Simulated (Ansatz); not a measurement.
Structure optimisation: barium, fcc

The calculation used Ansatz, DFT, revPBE, plane waves (420 eV) with PAW, scalar-relativistic. (PAW data from PBE, frozen cores regenerated.)

k-point mesh 9×9×9, Fermi-Dirac smearing 0.1 eV, no spin polarisation. Cell and atoms relax.

Starting structure:

```cif
data_structure
_symmetry_space_group_name_H-M 'P 1'
_symmetry_Int_Tables_number 1
_cell_length_a 4.4545
_cell_length_b 4.4545
_cell_length_c 4.4545
_cell_angle_alpha 60.000
_cell_angle_beta 60.000
_cell_angle_gamma 60.000
_cell_volume 62.50
loop_
_atom_site_label
_atom_site_type_symbol
_atom_site_fract_x
_atom_site_fract_y
_atom_site_fract_z
_atom_site_occupancy
Ba1 Ba 0.00000 0.00000 0.00000 1
```

Problem. What cell does the relaxation end in?

Solution. Fm-3m with a = 6.480 Å; 68.01 Å³ per atom against 62.50 at the start (8.8 %).

Problem. How much energy does the relaxation gain?

Solution. 12.9 meV per atom.
